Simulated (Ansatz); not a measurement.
Wanted: the native input for an Ansatz 0.2.0 run.

| Quantity | Value |
| --- | --- |
| Task | band structure |
| Functional | LDA |
| Potentials or basis | all-electron LAPW, scalar-relativistic |
| Cutoff | 214 eV (chosen from the basis error) |
| Basis error allowed | 0.002 eV/atom |
| k mesh | 10 × 10 × 10 |
| Occupations | fermi-dirac, width 0.05 eV |
| Spin | no spin polarisation |

Ag:

```
Ag
1.0
     1.47305    0.85046    7.20465
    -1.47305    0.85046    7.20465
     0.00000   -1.70093    7.20465
Ag
3
Direct
  0.22228 0.22228 0.22228
  0.77772 0.77772 0.77772
  0.00000 0.00000 0.00000
```

This isn't the form of Ag at room conditions, which is fcc.

These files were run (other wordings do the same):

input.yaml

```yaml
crystal:
  lattice:
    - [1.4730471633, 0.8504641763, 7.20465]
    - [-1.4730471633, 0.8504641763, 7.20465]
    - [0.0, -1.7009283525, 7.20465]
  atoms:
    - { symbol: Ag, position: [0.222281, 0.222281, 0.222281] }
    - { symbol: Ag, position: [0.777719, 0.777719, 0.777719] }
    - { symbol: Ag, position: [0.0, 0.0, 0.0] }
kpoints:
  mp_grid: { grid: [10, 10, 10] }
  band_path:
    path:
      - [0.0, 0.0, 0.0]
      - [0.5, 0.0, 0.0]
      - [0.5, 0.1759562239, -0.1759562239]
    npoints: 6
scf:
  occupations: { method: fermi_dirac, width: 0.05 }
hamiltonian:
  xc: lda
  pseudopotentials: { kind: all_electron, lapw: { basis_error: 0.002 } }
output:
  forces: true
  stress: true
  eigenvalues: true
```

Potentials or basis: all-electron LAPW, scalar-relativistic.

Run with:

```console
$ ansatz run input.yaml --threads 2 --pin off --max-ram 8192MiB --backend cpu --events-out ev --progress --plain --runs-dir out
```

Results of the run:

The pressure is -11.5 GPa. The largest force is 0.004 eV/Å and the band gap along the path is none (metal or under the smearing width).

It took 28 s on 2 threads of Arm Neoverse V1, with other jobs on the host, peak memory 0.55 GiB.
